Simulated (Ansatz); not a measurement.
# Ni: the cost of one run

Program: Ansatz 0.2.0. Level of theory: DFT PBE, scalar-relativistic, plane waves, PAW. These are calculated values, not measurements.

9 further runs of the same task are left out: 5 that didn't finish, 4 set aside as unsound or not needed. Runs told in other sessions of the task aren't counted.

## Step 1: Starting point

Symmetry: Fm-3m, No. 225, cubic system. The conventional cell has a = 3.519 Å, b = 3.519 Å, c = 3.519 Å, α = 90.00°, β = 90.00°, γ = 90.00°. Ni (site symmetry m-3m) is surrounded by 12 Ni at 2.49 Å.

Coordinates:

```
CELL_PARAMETERS angstrom
0.00000 -1.75926 -1.75926
0.00000 1.75926 -1.75926
3.51852 0.00000 0.00000
ATOMIC_POSITIONS crystal
Ni 0.50000 0.50000 0.50000
Ni 0.00000 0.00000 0.00000
```

It is built from the cell relaxed beforehand with the same method (10.89 Å³/atom).

## Step 2: The reference: the undisturbed cell on the scan's mesh

Contents of input.yaml:

```yaml
crystal:
  lattice:
    - [0.0, -1.7592606502, -1.7592606502]
    - [0.0, 1.7592606502, -1.7592606502]
    - [3.5185213004, 0.0, 0.0]
  atoms:
    - { symbol: Ni, position: [0.5, 0.5, 0.5], spin: 0.75 }
    - { symbol: Ni, position: [0.0, 0.0, 0.0], spin: 0.75 }
basis:
  ecutwfc: 420
kpoints:
  mp_grid: { grid: [24, 24, 18] }
hamiltonian:
  xc: pbe
scf:
  occupations: { method: gaussian, width: 0.15 }
output:
  forces: true
  stress: true
  eigenvalues: true
  populations: true
  write_density: true
  write_potential: true
  elf: true
  volumetric_format: npy
magnetization:
  spin_polarized: true
```

Command:

```sh
$ ansatz run input.yaml --threads 2 --pin off --max-ram 5120MiB --backend cpu --events-out ev --progress --plain --runs-dir out
```

Q: Estimate wall time and peak memory on 2 threads of Intel Xeon at 2.70GHz, shared host.

About 44 s, with a peak of 0.95 GiB.
